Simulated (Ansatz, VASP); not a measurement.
# Al32O47 (V_O) in two plane-wave programs

One calculation is typed for both programs; each brings its own data sets. How far apart do they land? The cell is taken from a series of runs on this material, whose earlier steps may have relaxed, scaled, displaced or heated it; both programs get it as it stands.

Main program and level: Ansatz 0.2.0; plane waves, with VASP 6.6.1 beside it; single point at r2SCAN and single point at PBEsol.

### Step 1. The starting structure

The cell holds 79 atoms: 32 Al and 47 O. Its edges and angles: a = 10.280 Å, b = 10.280 Å, c = 10.280 Å, α = 55.3°, β = 55.3°, γ = 55.3°. It derives from Al2O3 (Al2O3 (R-3c)). Nearest the centre at fractional (0.625, 0.278, 0.472): Al17 at 2.14 Å, Al2 at 2.15 Å, Al24 at 2.16 Å, Al23 at 2.17 Å, O79 at 2.42 Å, O40 at 2.43 Å, O65 at 2.56 Å, O42 at 2.57 Å. The cell carries charge +2.

Structure file:

```
Al O
1.0
     4.77387    2.75619    8.67654
    -4.77387    2.75619    8.67654
     0.00000   -5.51239    8.67654
Al O
32 47
Direct
  0.32103 0.32133 0.32132
  0.39514 0.44649 0.41851
  0.07339 0.07478 0.07308
  0.18636 0.17201 0.17087
  0.32443 0.32571 0.81931
  0.42631 0.42459 0.92665
  0.07434 0.07212 0.57433
  0.17458 0.17575 0.67796
  0.32247 0.82411 0.32608
  0.42539 0.92394 0.42818
  0.07704 0.57508 0.07032
  0.17188 0.67975 0.17500
  0.32320 0.82065 0.82520
  0.42374 0.92379 0.92959
  0.06255 0.57920 0.57807
  0.17552 0.67700 0.67529
  0.85378 0.33156 0.30359
  0.92789 0.42875 0.42874
  0.57391 0.07166 0.07975
  0.67549 0.17733 0.17716
  0.82353 0.32189 0.82613
  0.92645 0.42400 0.92596
  0.56657 0.05554 0.58495
  0.68234 0.16513 0.69453
  0.82260 0.82342 0.32548
  0.92449 0.93077 0.42436
  0.57399 0.57422 0.07275
  0.67492 0.67733 0.17585
  0.82518 0.82049 0.82629
  0.92572 0.92488 0.92943
  0.57343 0.57292 0.57274
  0.67501 0.67033 0.67841
  0.22230 0.02787 0.37484
  0.47147 0.12409 0.27986
  0.04055 0.37273 0.21904
  0.38109 0.22030 0.02263
  0.12446 0.27587 0.47421
  0.27902 0.47251 0.12391
  0.22353 0.02789 0.87474
  0.47814 0.12985 0.76483
  0.02662 0.37523 0.72221
  0.37857 0.22542 0.52698
  0.12679 0.27769 0.97088
  0.27769 0.47341 0.62134
  0.20837 0.53103 0.37735
  0.47034 0.62265 0.28072
  0.02409 0.87782 0.22355
  0.37274 0.72095 0.03137
  0.12213 0.77919 0.47239
  0.27845 0.97208 0.12515
  0.22483 0.52652 0.87226
  0.47200 0.62173 0.77771
  0.02539 0.87534 0.72218
  0.37438 0.72143 0.52813
  0.12446 0.77764 0.97243
  0.27844 0.97225 0.62572
  0.71665 0.03759 0.37840
  0.97122 0.12874 0.27667
  0.52632 0.37579 0.22885
  0.87453 0.22195 0.02865
  0.77857 0.46935 0.12743
  0.72320 0.02068 0.88421
  0.97047 0.12435 0.77783
  0.53227 0.37167 0.71249
  0.87034 0.22310 0.52466
  0.62418 0.27750 0.97350
  0.77745 0.47022 0.62598
  0.72260 0.52122 0.37429
  0.96989 0.62617 0.27756
  0.52741 0.87343 0.22395
  0.87618 0.71870 0.02912
  0.62473 0.77658 0.47257
  0.77692 0.97237 0.12834
  0.72150 0.52613 0.87665
  0.97047 0.62493 0.77800
  0.52572 0.86587 0.72940
  0.86783 0.72744 0.52977
  0.62446 0.77760 0.97247
  0.77077 0.98525 0.62023
```

### Step 2. Ansatz: single point, r2SCAN, pair 1

Ansatz runs on its default PAW (the set named soft_2) files.

A single point gives forces, pressure and levels at one fixed geometry, so differences don't come from the geometry; what else differs is listed under the comparison.

The input, input.yaml:

```yaml
crystal:
  checkpoint: "../qp2.relax.run"
  host: checkpoint
total_charge: 2
basis:
  ecutwfc: 500
  xc_grid: 2
hamiltonian:
  xc: r2scan
kpoints:
  mp_grid: { grid: [1, 1, 1], shift: [0.25, 0.25, 0.25] }
scf:
  occupations: { method: fermi_dirac, width: 0.01 }
  max_iter: 80
output:
  forces: true
  eigenvalues: true
  charged_corrections:
    epsilon: [3.3, 3.3, 3.26]
    static_epsilon: [9.72, 9.72, 11.81]
    defect_position: [0.625, 0.278073, 0.471927]
  eigenstates: { localisation: true }
  populations: true
  band_densities: [{ bands: [v1, v1] }, { bands: [c1, c1] }]
  write_density: true
  write_potential: true
  volumetric_format: npy
checkpoint:
  write: "../qp2.r2scan.run"
  compress: false
  write_wavefunctions: false
  write_every: 100000
```

Started as:

```console
> ansatz run input.yaml --threads 8 --pin off --max-ram 22609MiB --backend cpu --events-out ev --progress --plain --runs-dir out
```

Numbers of over 12 decimals in the logs are rounded to 6 here.

What it wrote:

```text
crystal.checkpoint: the structure is that of <dir>, a `relax` run, at its step 6: its result, under pbesol at a charge of 2 e; 79 atoms read, 0 with a starting moment; this deck's functional is r2scan; no density is read with it (checkpoint.read); crystal.structure_sha256 for this input is
Engine: ansatz 0.2.0, aarch64-unknown-linux-gnu
Pseudopotentials: kind: paw
Pseudopotential: Al, paw, valence charge 3, recommended cutoff 500 eV (meta_gga), Al.paw.azcp
Pseudopotential: O, paw, valence charge 6, recommended cutoff 500 eV (meta_gga), O.paw.azcp
Functional definition: r2SCAN
  parameter k0 = 0.174
  parameter k1 = 0.065
  parameter a1 = 4.9479
  exchange = r2scan_x(k0 = k0, k1 = k1, a1 = a1)
  correlation = r2scan_c
Crystal: 79 atoms, lattice volume = 684.980 Å³
Basis set: ecut = 500 eV, 17407 PW (Γ), exchange–correlation on 150×150×150 points (8 copies of the dense FFT grid, shifted against one another)
Bands: 267, of which v1, the nominal top of the filled ones, is band 188 counted from 1 (187 counted from 0)
Symmetry: 1 space group operations
Space group: P1 (ITA 1), of the structure as read, at distance tolerance 8.8e-5 Å
k-points: 1
Non-local potential: Al, projectors of the file, l = 0: 2, l = 1: 2, l = 2: 1
Non-local potential: O, projectors of the file, l = 0: 2, l = 1: 2, l = 2: 1
PAW form: soft (Blöchl's): semilocal exchange-correlation on the pseudo side does not see the compensation charge
PAW frozen core: Al, regenerated for the run's functional (the file was generated under x = pbe(κ = 0.804, μ = 0.219515), c = pbe(β = 0.066725))
PAW frozen core: O, regenerated for the run's functional (the file was generated under x = pbe(κ = 0.804, μ = 0.219515), c = pbe(β = 0.066725))
PAW one-centre angular grid: Al, 302 points (default); XC on 160 Gauss nodes
PAW one-centre angular grid: O, 302 points (default); XC on 160 Gauss nodes
Initial density: superposition of atomic densities (neutral atoms scaled as one to the charged cell's electrons: chi_scale 0, normalization atom), corrected by the library's trained network
Initial wavefunctions: pseudopotential atomic-orbital guess
Functional: x = r2scan, c = r2scan; τ floored in thin density (d = 2e-4 eV/Å³)
SCF iter   1: F=—  HF=-44169.190005 eV  |F-HF|=—  |Δ(HF+E_count)|=         —  Δρ=1.83e-2  dr2=2.90e0  dr2_τ=5.37e0  ethr=1.77e-3  ⟨swp⟩=6.0  Hψ=1205  notcnv=0  defer=62
preconditioner: auto → Resta (q_TF=auto, 2.469 Å⁻¹)  ε∞=3.1  [insulator: Δε(μ)=5.345 eV  Ē_g=18.770 eV  σ=0.010 eV  W_gap=1.00  n_scr=174 (ndim 8)  ℏωp=27.5 eV  f_vac=0.000  D(μ)=0.00/eV (n_scr^D=0)  ε∞_Penn≈3.1]
SCF iter   2: F=—  HF=-44172.344526 eV  |F-HF|=—  |Δ(HF+E_count)|=    3.15e0  Δρ=7.36e-3  dr2=4.68e-1  dr2_τ=4.09e-2  ethr=7.71e-4  ⟨swp⟩=3.0  Hψ=484  notcnv=0  defer=74
SCF iter   3: F=—  HF=-44172.332574 eV  |F-HF|=—  |Δ(HF+E_count)|=   1.20e-2  Δρ=2.77e-3  dr2=5.80e-2  dr2_τ=2.84e-3  ethr=1.24e-4  ⟨swp⟩=3.0  Hψ=299  notcnv=0  defer=74
SCF iter   4: F=—  HF=-44172.330841 eV  |F-HF|=—  |Δ(HF+E_count)|=   1.73e-3  Δρ=4.80e-4  dr2=2.08e-3  dr2_τ=1.05e-4  ethr=1.54e-5  ⟨swp⟩=4.0  Hψ=327  notcnv=0  defer=74
SCF iter   5: F=—  HF=-44172.331216 eV  |F-HF|=—  |Δ(HF+E_count)|=   3.76e-4  Δρ=2.83e-4  dr2=4.01e-4  dr2_τ=5.75e-5  ethr=5.52e-7  ⟨swp⟩=3.0  Hψ=377  notcnv=0  defer=74
SCF iter   6: F=—  HF=-44172.331128 eV  |F-HF|=—  |Δ(HF+E_count)|=   8.86e-5  Δρ=6.57e-5  dr2=2.47e-5  dr2_τ=2.87e-6  ethr=1.07e-7  ⟨swp⟩=2.0  Hψ=377  notcnv=0  defer=74
SCF iter   7: F=—  HF=-44172.331150 eV  |F-HF|=—  |Δ(HF+E_count)|=   2.18e-5  Δρ=1.46e-5  dr2=1.08e-6  dr2_τ=1.24e-7  ethr=6.56e-9  ⟨swp⟩=2.0  Hψ=375  notcnv=0  defer=74
SCF iter   8: F=—  HF=-44172.331150 eV  |F-HF|=—  |Δ(HF+E_count)|=   1.52e-7  Δρ=6.63e-6  dr2=2.05e-7  dr2_τ=3.10e-8  ethr=2.66e-11  ⟨swp⟩=22.0  Hψ=2665  notcnv=0
SCF iter   9: F=-44172.331150 eV  HF=-44172.331150 eV  |F-HF|=4.73e-10  |Δ(HF+E_count)|=   4.84e-8  Δρ=1.25e-6  dr2=7.03e-9  dr2_τ=1.17e-9  ethr=2.66e-11  ⟨swp⟩=8.0  Hψ=1392  notcnv=0
SCF 1 converged in 9 iterations: F = -44172.331150 eV  dr2 = 7.03e-9
  greatest PAW one-centre occupation: 0.868 electrons in one spin orbital (limit 2), on the O atom at site 53 (counted from 0), in its partial waves of l = 0
SCF converged after 9 iterations
Free energy (F): -44172.331150 eV
Harris-Foulkes:  -44172.331150 eV  (|F-HF|=4.73e-10)
Internal energy: -44172.331150 eV  (E = F + TS)
E sigma→0 (E₀):  -44172.331150 eV
Fermi energy:    9.234668 eV
--- Per-component energies (eV) ---
  E_band       = 200.490470
  E_kinetic    = 9319.090043
  E_local      = -16101.193775  (includes V_loc(G=0)·N_el)
  E_nonlocal   = 2493.661540
  E_hartree    = 6047.062459
  E_xc         = -4712.928229
  E_vxc        = -6091.615598  (∫ρ·V_xc dr)
  E_paw        = -22687.778911  (= ΣΔE_a)
  E_vpaw       = -1883.349365  (= ΣTr[D̂ρ^β])
  E_aug_tail   = 0.048828  (compensation charges beyond the density's cutoff)
  E_vtau       = 369.722993  (kinetic-family band-sum trace: ∫τ·v_τ [+ j·A + Jᵃ·Aᵃ] dr)
[...]
atom  16  O     -0.01961911    -0.00696218    -0.00915335
  atom  17  O      0.01492670     0.02599514     0.00326286
  atom  18  O      0.04212267    -0.02354201     0.03386180
  atom  19  O     -0.01371022     0.03916539    -0.00278103
  atom  20  O      0.05385813     0.03174959    -0.02133672
  atom  21  Al    -0.00869621     0.00095674     0.02872305
  atom  22  Al     0.00462678    -0.00415143    -0.02353469
  atom  23  Al     0.00271457     0.00537224     0.02187045
  atom  24  Al    -0.00747450    -0.00138075    -0.02294000
  atom  25  O      0.03911706     0.03325981     0.10305545
  atom  26  O     -0.02312071    -0.06945364    -0.02870530
  atom  27  O      0.01502041     0.03147266     0.00283815
  atom  28  O      0.02075069    -0.03603375     0.00596039
  atom  29  O     -0.02546937     0.03112027     0.00325825
  atom  30  O      0.03381651     0.01236657     0.01042204
  atom  31  Al     0.00470873     0.00676066     0.01853040
  atom  32  Al     0.01083869    -0.03341358    -0.03668935
  atom  33  Al    -0.02010980    -0.01153077     0.01219768
  atom  34  Al     0.00121536     0.00299159    -0.00618110
  atom  35  O     -0.03567777     0.00172325    -0.00231080
  atom  36  O     -0.00798715    -0.03893158    -0.00381303
  atom  37  O      0.02547724     0.03967465    -0.01063369
  atom  38  O      0.01180010    -0.02886205    -0.00623985
  atom  39  O     -0.01436580     0.02610226     0.00007928
[...]
atom  72  Al    -0.00318420    -0.00873032     0.00865249
  atom  73  Al    -0.00814840    -0.00968370    -0.01607909
  atom  74  O     -0.04265163    -0.00922419     0.00152157
  atom  75  O     -0.02627417    -0.02279216    -0.01235479
  atom  76  O     -0.02623654     0.10385510     0.02090787
  atom  77  O      0.04520654    -0.03465640    -0.00615132
  atom  78  O     -0.01374319     0.02343481    -0.00018788
  atom  79  O      0.01705348     0.01390738     0.00933907
  max |Σ_I F_I| component: 9.76e-4 eV/Å
--- Charged-cell corrections in eV (Makov–Payne, q = +2.000 e, ε = [3.300, 3.300, 3.260] of the electrons, [9.720, 9.720, 11.810] with the ions) ---
  F (periodic)     = -44172.331150  (uncorrected; the corrections below are reported, never added to it)
  E_corr1          = +2.865285  (monopole, q²α_M/2ε̄L, of the cell on which ε is isotropic)
  F Makov-Payne    = n/a  (the rows are of the electrons' constant alone; ansatz place-levels tells what screens the charge)
  no potential alignment in this run, which stands beside a crystal: run the host's input off ansatz write-host-input, and read the two finished runs by ansatz place-levels (neither reads a slab, a wire or a sheet, whose cell leaves a vacuum)
--- Band table (eV) ---
  k-point 0: bands = [... 184 lower, 6.9307, 6.9549, 7.0657, 7.0798, 11.3873, 14.6542, 15.3711, 15.9208, ... 75 higher]
--- Löwdin populations: 79 sites ---
  site symbol       q [e]
     0     Al      1.6221
     1     Al      1.6197
     2     Al      1.6315
     3     Al      1.6318
     4      O      6.8269
     5      O      6.8283
     6      O      6.8339
     7      O      6.8302
     8      O      6.8259
     9      O      6.8310
    10     Al      1.6359
    11     Al      1.6283
    12     Al      1.6339
    13     Al      1.6339
    14      O      6.8274
    15      O      6.8111
    16      O      6.8269
    17      O      6.8056
    18      O      6.8271
    19      O      6.8223
    20     Al      1.6337
    21     Al      1.6362
    22     Al      1.6281
    23     Al      1.6281
[...]
71     Al      1.6331
    72     Al      1.6319
    73      O      6.8290
    74      O      6.8259
    75      O      6.8383
    76      O      6.8302
    77      O      6.8243
    78      O      6.8112
  spilling = 0.008114 (of n_electrons = 376.000000)
--- Band densities, each state counted as filled ---
  window                                       electrons  max residual (eV)  cut levels
  bands: [v1, v1]                               2.000000             2.7e-9           0
  bands: [c1, c1]                               2.000000             3.2e-4           0
```

Reading the cycles: dr2 is the Hartree energy of the density residual (eV), the measure of convergence; HF is the Harris–Foulkes estimate of the energy, which meets the free energy F at convergence.

### Step 3. VASP: single point, r2SCAN, pair 1

The same cell, functional, mesh and smearing now go to VASP, with its own data sets.

Lines of VASP's logs that name or quote its potential files are left out, and so is its time.

The input, INCAR:

```
SYSTEM = Al32O47
PREC = Accurate
ENCUT = 580
EDIFF = 1E-06
NELM = 120
ISMEAR = -1
SIGMA = 0.01
LREAL = Auto
ALGO = Normal
METAGGA = R2SCAN
LASPH = .TRUE.
NELECT = 376
NBANDS = 248
LORBIT = 11
LWAVE = .FALSE.
LCHARG = .FALSE.
ISIF = 2
ISYM = 0
GGA_COMPAT = .FALSE.
EFERMI = MIDGAP
LMIXTAU = .TRUE.
NCORE = 2
```

The input, POSCAR:

```
Al32O47
1.0
    4.7738674274      2.7561936443      8.6765380597
   -4.7738674274      2.7561936443      8.6765380597
    0.0000000000     -5.5123872885      8.6765380597
Al O
32 47
Direct
    0.3210271248      0.3213308005      0.3213241923
    0.3951392166      0.4464884415      0.4185119491
    0.0733948759      0.0747825016      0.0730773105
    0.1863616847      0.1720064308      0.1708748620
    0.3244263179      0.3257133758      0.8193098958
    0.4263133993      0.4245909926      0.9266538542
    0.0743401840      0.0721167219      0.5743262434
    0.1745761751      0.1757489902      0.6779585117
    0.3224690599      0.8241133630      0.3260773296
    0.4253875842      0.9239410316      0.4281813329
    0.0770362926      0.5750774173      0.0703223326
    0.1718800664      0.6797529010      0.1749978163
    0.3231990950      0.8206495870      0.8251986974
    0.4237354302      0.9237886296      0.9295861984
    0.0625546744      0.5792003716      0.5780688028
    0.1755214832      0.6769979231      0.6752927320
    0.8537771424      0.3315632845      0.3035867921
    0.9278892342      0.4287510413      0.4287444332
    0.5739106852      0.0716623771      0.0797497716
    0.6754902528      0.1773339165      0.1771591240
    0.8235287749      0.3218939008      0.8261342020
    0.9264472991      0.4239979040      0.9259618706
    0.5665725332      0.0555422460      0.5849474505
    0.6823438258      0.1651277832      0.6945329876
    0.8226029597      0.8234213794      0.3254842410
    0.9244900412      0.9307653378      0.4243618578
    0.5739935110      0.5742243736      0.0727473332
    0.6749228480      0.6773279004      0.1758508600
    0.8251809289      0.8204890352      0.8262866041
    0.9257172640      0.9248765362      0.9294256466
    0.5734261062      0.5729161096      0.5727413172
    0.6750056738      0.6703254621      0.6784128565
    0.2222978463      0.0278688306      0.3748442056
    0.4714703300      0.1240905699      0.2798561569
    0.0405488123      0.3727281535      0.2190423310
    0.3810861831      0.2203004802      0.0226332078
    0.1244581795      0.2758658941      0.4742093395
    0.2790235545      0.4725122177      0.1239063144
    0.2235273612      0.0278942755      0.8747352591
    0.4781414178      0.1298483558      0.7648297591
    0.0266185128      0.3752310281      0.7222064030
    0.3785746674      0.2254193998      0.5269789578
    0.1267871769      0.2776873686      0.9708838360
    0.2776947596      0.4734076346      0.6213398434
    0.2083675467      0.5310329026      0.3773470801
    0.4703414088      0.6226486222      0.2807228528
    0.0240890513      0.8778197799      0.2235542113
    0.3727361087      0.7209526558      0.0313739442
    0.1221291821      0.7791913976      0.4723878650
    0.2784498218      0.9720792496      0.1251494416
    0.2248273077      0.5265210223      0.8722554537
    0.4719971237      0.6217343788      0.7777088244
    0.0253889978      0.8753399745      0.7221809581
    0.3743835042      0.7214262102      0.5281293092
    0.1244581795      0.7776410092      0.9724342244
    0.2784446670      0.9722491980      0.6257235049
    0.7166467246      0.0375855550      0.3784034592
    0.9712215995      0.1287353902      0.2766675991
    0.5263155801      0.3757891841      0.2288546196
    0.8745328548      0.2219459244      0.0286490234
    0.7785749503      0.4693523808      0.1274266114
    0.7231966135      0.0206769355      0.8842068559
    0.9704716921      0.1243517287      0.7778260356
    0.5322696344      0.3716717745      0.7124896786
    0.8703416917      0.2230962758      0.5246558338
    0.6241821032      0.2775025639      0.9734967415
    0.7774460290      0.4702190767      0.6259846637
    0.7226007789      0.5212206140      0.3742860496
    0.9698928046      0.6261689192      0.2775630160
    0.5274117521      0.8734276917      0.2239476466
    0.8761802504      0.7187012894      0.0291225778
    0.6247342558      0.7765784921      0.4725726697
    0.7769192354      0.9723664092      0.1283408549
    0.7215046070      0.5261275870      0.8766475419
    0.9704665373      0.6249257920      0.7779959840
    0.5257197455      0.8658683777      0.7293982982
    0.8678301759      0.7274420258      0.5297747534
    0.6244581795      0.7776040121      0.9724712215
    0.7707749413      0.9852454745      0.6202268778
```

The input, KPOINTS:

```
Points of the shifted mesh
1
Reciprocal
 0.2500000000  0.2500000000  0.2500000000 1
```

The projector-augmented-wave data sets are Al and O (PBE family, release 64).

Started as:

```console
> mpirun -np 8 vasp_std
```

What it wrote:

```text
[banner, memory and clock lines left out]
running    8 mpi-ranks, on    1 nodes
[...]
|                                                                             |
|               ----> ADVICE to this user running VASP <----                  |
|                                                                             |
|     You enforced a specific xc type in the INCAR file but a different       |
|     [... a line on the potential file left out ...]
|     I HOPE YOU KNOW WHAT YOU ARE DOING!                                     |
|                                                                             |

 LDA part: xc-table for (None), standard interpolation
 POSCAR, INCAR and KPOINTS ok, starting setup
[...]
entering main loop
       N       E                     dE             d eps       ncg     rms          rms(c)
DAV:   1     0.198034720356E+04    0.19803E+04   -0.21878E+05   496   0.163E+03
DAV:   2    -0.784811913175E+03   -0.27652E+04   -0.26916E+04   592   0.343E+02
DAV:   3    -0.941688975573E+03   -0.15688E+03   -0.15612E+03   616   0.842E+01
DAV:   4    -0.943413068906E+03   -0.17241E+01   -0.17205E+01   600   0.971E+00
DAV:   5    -0.943439430308E+03   -0.26361E-01   -0.26343E-01   592   0.116E+00BRMIX: very serious problems
 the old and the new charge density differ
 old charge density:   378.00000 new  376.00000
    0.493E+01
DAV:   6    -0.818596482254E+03    0.12484E+03   -0.17420E+02   568   0.240E+01    0.197E+01
DAV:   7    -0.773991289762E+03    0.44605E+02   -0.15795E+01   592   0.110E+01    0.115E+01
DAV:   8    -0.831578437385E+03   -0.57587E+02   -0.17727E+01   520   0.965E+00    0.480E+00
DAV:   9    -0.768128906874E+03    0.63450E+02   -0.13040E+01   528   0.828E+00    0.176E+00
[...]
DAV:  22    -0.774391778850E+03   -0.53883E-04   -0.29204E-05   512   0.178E-02    0.326E-03
DAV:  23    -0.774391782556E+03   -0.37059E-05   -0.10923E-06   408   0.297E-03    0.149E-03
DAV:  24    -0.774391782815E+03   -0.25944E-06   -0.18880E-07   304   0.125E-03
   1 F= -.77439178E+03 E0= -.77439178E+03  d E =0.000000E+00
```

From OUTCAR (step 3):

```text
  FREE ENERGIE OF THE ION-ELECTRON SYSTEM (eV)
  ---------------------------------------------------
  free  energy   TOTEN  =      -774.3917828152 eV

  energy  without entropy=     -774.3917828152  energy(sigma->0) =     -774.39178282
```

The cell is charged against a uniform background.

The run ends at a pressure of -7.10 GPa, with forces up to 0.20 eV/Å.

(Part 1 of 3 ends here.)

[Lines on the potential files, build, host, timing and source positions are cut from VASP's logs without a mark.]

[Logs are printed without paths, hosts, clocks, repeated set-up lines and the standing remarks that a program may print on its own settings, such as how far it seeks lower states.]

[Hosts, paths, dates, database ids (printed as entryN), source tags and the programs' standing remarks are cut or masked in the printed files.]
